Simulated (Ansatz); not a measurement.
# HgTe (Cmcm) in Ansatz: convergence with wavefunction cutoff

Aim: find how far wavefunction cutoff must go before the results for HgTe settle, at LDA. This setting moves, with any that are tied to it; all else stays.

Program: Ansatz 0.2.0. These are calculated values, not measurements. Logs are shortened: lines on timing, memory, paths and dates and some standing lists are left out, and cuts for length are marked.

## (1) The structure

The structure is orthorhombic, space group Cmcm (No. 63). The conventional cell has a = 5.985 Å, b = 6.934 Å, c = 5.798 Å, α = 90.00°, β = 90.00°, γ = 90.00°. Hg (site symmetry m2m) is surrounded by 5 Te at 3.02 to 3.06 Å. Te (site symmetry m2m) is surrounded by 5 Hg at 3.02 to 3.06 Å.

Measurements of this composition are mostly on another form, of space group No. 216.

## (2) With wavefunction cutoff 200 eV

Input file input.yaml:

```yaml
crystal:
  lattice:
    - [2.992518, -3.466929, 0.0]
    - [2.992518, 3.466929, 0.0]
    - [0.0, 0.0, 5.798157]
  atoms:
    - { symbol: Hg, position: [0.65695, 0.34305, 0.25] }
    - { symbol: Hg, position: [0.34305, 0.65695, 0.75] }
    - { symbol: Te, position: [0.215191, 0.784809, 0.25] }
    - { symbol: Te, position: [0.784809, 0.215191, 0.75] }
hamiltonian:
  xc: lda
  pseudopotentials: { kind: paw }
kpoints:
  mp_grid: { grid: [5, 5, 4] }
scf:
  occupations: { method: cold, width: 0.1 }
output:
  forces: true
  stress: true
  eigenvalues: true
basis:
  ecutwfc: "200 eV"
```

Potentials or basis: Ansatz PAW.

Run with:

```console
> ansatz run input.yaml --threads 2 --pin off --max-ram 5632MiB --backend cpu --events-out ev --progress --plain --runs-dir out
```

Run time: 1.3 s. Hardware: 2 threads of Arm Neoverse V2, shared host; peak memory 0.33 GiB.

Results:

```yaml
Free_energy: -40663.3374 eV
Pressure: -5.3 GPa
Largest_force: 0.087 eV/Å
Band_gap_on_the_k_mesh: none (metal or under the smearing width)
```

## (3) With wavefunction cutoff 250 eV

input.yaml, as its differences from that of step 2:

```diff
@@ -22,2 +22,2 @@
 basis:
-  ecutwfc: "200 eV"
+  ecutwfc: "250 eV"
```

Potentials or basis: Ansatz PAW.

Run with:

```console
> ansatz run input.yaml --threads 2 --pin off --max-ram 5632MiB --backend cpu --events-out ev --progress --plain --runs-dir out
```

Wall time 1.6 s (2 threads of Arm Neoverse V2, shared host); peak memory 0.35 GiB.

Results:

```yaml
Free_energy: -40694.7213 eV
Pressure: -4.2 GPa
Largest_force: 0.239 eV/Å
Band_gap_on_the_k_mesh: none (metal or under the smearing width)
```

## (4) With wavefunction cutoff 300 eV

input.yaml, as its differences from that of step 3:

```diff
@@ -22,2 +22,2 @@
 basis:
-  ecutwfc: "250 eV"
+  ecutwfc: "300 eV"
```

Run with:

```console
> ansatz run input.yaml --threads 2 --pin off --max-ram 5632MiB --backend cpu --events-out ev --progress --plain --runs-dir out
```

It took 2 s on 2 threads of Arm Neoverse V2, shared host; peak memory 0.37 GiB.

Results:

* Free energy: -40698.8019 eV
* Pressure: -4.9 GPa
* Largest force: 0.298 eV/Å
* Band gap on the k mesh: none (metal or under the smearing width)

## (5) With wavefunction cutoff 350 eV

input.yaml, as its differences from that of step 4:

```diff
@@ -22,2 +22,2 @@
 basis:
-  ecutwfc: "300 eV"
+  ecutwfc: "350 eV"
```

Run with:

```console
> ansatz run input.yaml --threads 2 --pin off --max-ram 5632MiB --backend cpu --events-out ev --progress --plain --runs-dir out
```

Wall time 2.4 s (2 threads of Arm Neoverse V2, shared host); peak memory 0.38 GiB.

Results:

```
Free energy            : -40699.1426 eV
Pressure               : -4.8 GPa
Largest force          : 0.298 eV/Å
Band gap on the k mesh : none (metal or under the smearing width)
```

## (6) With wavefunction cutoff 400 eV

input.yaml, as its differences from that of step 5:

```diff
@@ -22,2 +22,2 @@
 basis:
-  ecutwfc: "350 eV"
+  ecutwfc: "400 eV"
```

Potentials or basis: Ansatz PAW.

Run with:

```console
> ansatz run input.yaml --threads 2 --pin off --max-ram 5632MiB --backend cpu --events-out ev --progress --plain --runs-dir out
```

Run time: 2.8 s. Hardware: 2 threads of Arm Neoverse V2, shared host; peak memory 0.41 GiB.

Results (log left out):

```
Free energy            : -40699.1549 eV
Pressure               : -4.8 GPa
Largest force          : 0.298 eV/Å
Band gap on the k mesh : none (metal or under the smearing width)
```

## (7) With wavefunction cutoff 450 eV

input.yaml, as its differences from that of step 6:

```diff
@@ -22,2 +22,2 @@
 basis:
-  ecutwfc: "400 eV"
+  ecutwfc: "450 eV"
```

Run with:

```console
> ansatz run input.yaml --threads 2 --pin off --max-ram 5632MiB --backend cpu --events-out ev --progress --plain --runs-dir out
```

Run time: 3.4 s. Hardware: 2 threads of Arm Neoverse V2, shared host; peak memory 0.43 GiB.

The run converged. Its results:

- Free energy: -40699.1592 eV
- Pressure: -4.9 GPa
- Largest force: 0.299 eV/Å
- Band gap on the k mesh: none (metal or under the smearing width)

## (8) With wavefunction cutoff 500 eV

input.yaml, as its differences from that of step 7:

```diff
@@ -22,2 +22,2 @@
 basis:
-  ecutwfc: "450 eV"
+  ecutwfc: "500 eV"
```

Run with:

```console
> ansatz run input.yaml --threads 2 --pin off --max-ram 5632MiB --backend cpu --events-out ev --progress --plain --runs-dir out
```

Wall time 4.1 s (2 threads of Arm Neoverse V2, shared host); peak memory 0.45 GiB.

It converged, with:

| Item | Value |
| --- | --- |
| Free energy | -40699.1613 eV |
| Pressure | -4.9 GPa |
| Largest force | 0.299 eV/Å |
| Band gap on the k mesh | none (metal or under the smearing width) |

## (9) With wavefunction cutoff 600 eV

input.yaml, as its differences from that of step 8:

```diff
@@ -22,2 +22,2 @@
 basis:
-  ecutwfc: "500 eV"
+  ecutwfc: "600 eV"
```

Potentials or basis: Ansatz PAW.

Run with:

```console
> ansatz run input.yaml --threads 2 --pin off --max-ram 5632MiB --backend cpu --events-out ev --progress --plain --runs-dir out
```

Run time: 4.3 s. Hardware: 2 threads of Arm Neoverse V2, shared host; peak memory 0.51 GiB.

The run converged. Its results:

```
Free energy            : -40699.1624 eV
Pressure               : -4.9 GPa
Largest force          : 0.299 eV/Å
Band gap on the k mesh : none (metal or under the smearing width)
```

## (10) With wavefunction cutoff 800 eV

input.yaml, as its differences from that of step 9:

```diff
@@ -22,2 +22,2 @@
 basis:
-  ecutwfc: "600 eV"
+  ecutwfc: "800 eV"
```

Potentials or basis: Ansatz PAW.

Run with:

```console
> ansatz run input.yaml --threads 2 --pin off --max-ram 5632MiB --backend cpu --events-out ev --progress --plain --runs-dir out
```

Standard output:

```text
Warning: RAYON_NUM_THREADS=2 ignored (pool sized by the plan → 2); use --threads N
Engine: ansatz 0.2.0, aarch64-unknown-linux-gnu
Pseudopotentials: kind: paw
Pseudopotential: Hg, paw, valence charge 20, recommended cutoff 420 eV (normal), Hg.paw.azcp
Pseudopotential: Te, paw, valence charge 16, recommended cutoff 420 eV (normal), Te.paw.azcp
Functional definition: SPW92
  exchange = slater_x
  correlation = pw_c
Crystal: 4 atoms, lattice volume = 120.310 Å³
Basis set: ecut = 800 eV, 6161 PW (Γ)
Bands: 44, of which v1, the nominal top of the filled ones, is band 36 counted from 1 (35 counted from 0)
Symmetry: 8 space group operations
Space group: Cmcm (ITA 63), of the structure as read, at distance tolerance 4.9e-5 Å
k-points: 27 of 100
Non-local potential: Hg, projectors of the file, l = 0: 3, l = 1: 2, l = 2: 2, l = 3: 1
Non-local potential: Te, projectors of the file, l = 0: 2, l = 1: 2, l = 2: 2, l = 3: 2
PAW form: soft (Blöchl's): semilocal exchange-correlation on the pseudo side does not see the compensation charge
PAW frozen core: Hg, regenerated for the run's functional, and the local potential with it (the file was generated under x = pbe(κ = 0.804, μ = 0.2195149727645171), c = pbe(β = 0.06672455060314922))
PAW frozen core: Te, regenerated for the run's functional, and the local potential with it (the file was generated under x = pbe(κ = 0.804, μ = 0.2195149727645171), c = pbe(β = 0.06672455060314922))
PAW one-centre angular grid: Hg, 590 points (default); XC on 64 Gauss nodes
PAW one-centre angular grid: Te, 590 points (default); XC on 64 Gauss nodes
Initial density: superposition of atomic densities (neutral atoms: chi_scale 0, normalization atom), corrected by the library's trained network
Initial wavefunctions: pseudopotential atomic-orbital guess
Functional: x = slater, c = lda
SCF iter   1: F=—  HF=-40699.169044 eV  |F-HF|=—  |Δ(HF+E_count)|=         —  Δρ=4.68e-3  dr2=1.36e-2  ethr=1.77e-3  ⟨swp⟩=7.0  Hψ=4673  notcnv=0  defer=9
preconditioner: auto → LDOS  [metal: Δε(μ)=0.119 eV  Ē_g=10.194 eV  σ=0.100 eV  W_gap=0.39  n_scr=28 (ndim 8)  ℏωp=20.3 eV  f_vac=0.030  D(μ)=3.38/eV (n_scr^D=24)  β→1.0]
SCF iter   2: F=—  HF=-40699.165698 eV  |F-HF|=—  |Δ(HF+E_count)|=   3.35e-3  S|Δr|=    0.00e0  Δρ=2.35e-3  dr2=5.17e-3  ethr=1.89e-5  ⟨swp⟩=2.0  Hψ=2334  notcnv=0  defer=18
SCF iter   3: F=—  HF=-40699.163236 eV  |F-HF|=—  |Δ(HF+E_count)|=   2.46e-3  S|Δr|=    0.00e0  Δρ=4.77e-4  dr2=3.33e-4  ethr=7.18e-6  ⟨swp⟩=2.0  Hψ=2041  notcnv=0  defer=18
SCF iter   4: F=—  HF=-40699.163141 eV  |F-HF|=—  |Δ(HF+E_count)|=   9.49e-5  S|Δr|=    0.00e0  Δρ=1.39e-4  dr2=3.90e-5  ethr=4.62e-7  ⟨swp⟩=3.0  Hψ=2111  notcnv=0  defer=18
SCF iter   5: F=—  HF=-40699.163134 eV  |F-HF|=—  |Δ(HF+E_count)|=   6.71e-6  S|Δr|=    0.00e0  Δρ=5.47e-5  dr2=4.65e-6  ethr=5.42e-8  ⟨swp⟩=2.0  Hψ=1879  notcnv=0  defer=18
SCF iter   6: F=—  HF=-40699.163133 eV  |F-HF|=—  |Δ(HF+E_count)|=   1.53e-6  S|Δr|=    0.00e0  Δρ=1.56e-5  dr2=3.26e-7  ethr=6.46e-9  ⟨swp⟩=2.0  Hψ=1879  notcnv=0  defer=18
SCF iter   7: F=-40699.163132 eV  HF=-40699.163132 eV  |F-HF|=7.89e-9  |Δ(HF+E_count)|=   9.99e-8  S|Δr|=    0.00e0  Δρ=3.96e-6  dr2=1.70e-8  ethr=1.39e-10  ⟨swp⟩=10.6  Hψ=5731  notcnv=0
SCF 1 converged in 7 iterations: F = -40699.163132 eV  dr2 = 1.70e-8
SCF converged after 7 iterations
Stability not checked: this state was not tested for a lower state beside it, because cold or Methfessel-Paxton smearing, or corrected tetrahedra, fill the levels in a way that the test cannot read (fill_not_monotonic; see scf.lower_state_search)
Free energy (F): -40699.163132 eV
Harris-Foulkes:  -40699.163132 eV  (|F-HF|=7.89e-9)
Internal energy: -40699.161066 eV  (E = F + TS)
E sigma→0 (E₀):  -40699.162444 eV
Entropy (-TS):   -0.002067 eV (-0.517 meV/atom)
Fermi energy:    9.856864 eV
Step filling:    the computed levels leave a gap of 0.0368 eV = 0.4 smearing widths at the electron count; against every level under it full and every level over it empty, smearing changes F+E_penalty+E_count by -0.545 meV and its σ→0 estimate by +0.144 meV
--- Per-component energies (eV) ---
  E_band       = -1442.139025
  E_kinetic    = 1568.340456
  E_local      = -8430.622443  (includes V_loc(G=0)·N_el)
  E_nonlocal   = -448.485217
  E_hartree    = 4129.844295
  E_xc         = -683.437059
  E_vxc        = -730.870854  (∫ρ·V_xc dr)
  E_paw        = -28330.304578  (= ΣΔE_a)
  E_vpaw       = -1660.186835  (= ΣTr[D̂ρ^β])
  E_aug_tail   = 0.000108  (compensation charges beyond the density's cutoff)
  E_ewald      = -8507.006136
  E_core_change = 2.509508  (= ΣΔE_core)
  E_smearing   = -0.002067  (= −TS)
  E_closure    = -0.000000  (closes the sum)
  Σ components = -40699.163132   (vs F -40699.163132, Δ=0.00e0)
--- Forces (eV/Å), atoms counted from 1 ---
  atom   1  Hg     0.00000000     0.03947656     0.00000000
  atom   2  Hg    -0.00000000    -0.03947656     0.00000000
  atom   3  Te     0.00000000    -0.29854341     0.00000000
  atom   4  Te    -0.00000000     0.29854341     0.00000000
  max |Σ_I F_I| component: 5.55e-17 eV/Å
--- Stress (GPa, compression-positive) ---
       -5.236641      -0.000000       0.000000
       -0.000000      -3.989374       0.000000
        0.000000       0.000000      -5.328603
  P = ⅓ Tr σ = -4.8515 GPa (-48.515 kbar)
--- Band table (eV; the first three rows and the last of 27) ---
  k-point 0: bands = ["-104.9177", "-104.9176", "-53.2305", "-53.2304", "-53.2188", "-53.2166", "-53.1860", "-53.1850", "-26.7153", "-26.7147", "-26.7132", "-26.7103", "-26.6577", "-26.6563", "-26.6562", "-26.6557", "-26.6404", "-26.6396", "-2.0184", "-0.9237", "3.0764", "3.1689", "3.2025", "3.2528", "3.2585", "3.3351", "3.4217", "3.4584", "3.4990", "4.0584", "6.0037", "7.1545", "7.2147", "7.3746", "8.8614", "9.3531", "9.4766", "9.7747", "13.9774", "14.9708", "16.0628", "16.4219", "16.8843", "17.1983"]
  k-point 1: bands = ["-104.9177", "-104.9176", "-53.2305", "-53.2304", "-53.2185", "-53.2170", "-53.1859", "-53.1851", "-26.7152", "-26.7147", "-26.7127", "-26.7107", "-26.6575", "-26.6565", "-26.6562", "-26.6558", "-26.6402", "-26.6397", "-1.8339", "-1.0355", "2.9870", "3.1672", "3.1820", "3.1846", "3.3042", "3.3735", "3.4194", "3.4751", "3.5082", "3.5442", "5.8407", "7.0031", "7.5694", "8.2226", "8.6179", "8.7562", "9.4234", "11.2740", "14.2297", "15.1471", "15.4016", "16.0576", "16.2762", "17.0194"]
  k-point 2: bands = ["-104.9176", "-104.9176", "-53.2304", "-53.2304", "-53.2177", "-53.2177", "-53.1855", "-53.1855", "-26.7149", "-26.7149", "-26.7117", "-26.7117", "-26.6571", "-26.6571", "-26.6560", "-26.6560", "-26.6399", "-26.6399", "-1.4006", "-1.4006", "2.9856", "2.9856", "3.1383", "3.1383", "3.2649", "3.2649", "3.4708", "3.4708", "3.4886", "3.4886", "6.2134", "6.2134", "8.0696", "8.0696", "8.6426", "8.6426", "11.2481", "11.2481", "14.6075", "14.6075", "14.9403", "14.9403", "16.8477", "16.8477"]
  k-point 26: bands = ["-104.9176", "-104.9176", "-53.2305", "-53.2305", "-53.2177", "-53.2177", "-53.1855", "-53.1855", "-26.7148", "-26.7148", "-26.7118", "-26.7118", "-26.6572", "-26.6572", "-26.6552", "-26.6552", "-26.6400", "-26.6400", "-1.0458", "-1.0458", "2.9407", "2.9407", "3.2603", "3.2603", "3.3780", "3.3780", "3.4901", "3.4901", "3.7595", "3.7595", "5.3534", "5.3534", "7.0526", "7.0526", "7.3232", "7.3232", "11.7901", "11.7901", "15.1834", "15.1834", "16.3077", "16.3077", "16.9071", "16.9071"]
```

It took 6.9 s on 2 threads of Arm Neoverse V2, shared host; peak memory 0.63 GiB.

What came out:

* Free energy: -40699.1631 eV
* Pressure: -4.9 GPa
* Largest force: 0.299 eV/Å
* Band gap on the k mesh: none (metal or under the smearing width)

## (11) Result

```
wavefunction cutoff  energy less the tightest run, at zero smearing (meV/atom)  pressure (GPa)  largest force (eV/Å)  SCF cycles  CPU time (s)  peak memory (GiB)
             200 eV                                                    8956.37           -5.30                 0.087           8           2.5               0.33
             250 eV                                                    1110.45           -4.20                 0.239           7             3               0.35
             300 eV                                                      90.30           -4.87                 0.298           7           3.8               0.37
             350 eV                                                       5.13           -4.85                 0.298           7           4.7               0.38
             400 eV                                                       2.05           -4.85                 0.298           7           5.4               0.41
             450 eV                                                       0.97           -4.85                 0.299           7           6.6               0.43
             500 eV                                                       0.45           -4.85                 0.299           7           8.1               0.45
             600 eV                                                       0.18           -4.85                 0.299           7           8.4               0.51
             800 eV                                                       0.00           -4.85                 0.299           7            14               0.63
```

Against the tightest run, the energy stays within 1 meV/atom from 450 eV on; the pressure stays within 0.1 GPa from 300 eV on; the largest force stays within 0.005 eV/Å from 300 eV on. The tightest run that finished is the yardstick and may itself not be fully converged.

Caveats: the PAW data sets come from PBE, with cores solved anew for the run's functional, which leaves a small shift of forces and pressure.
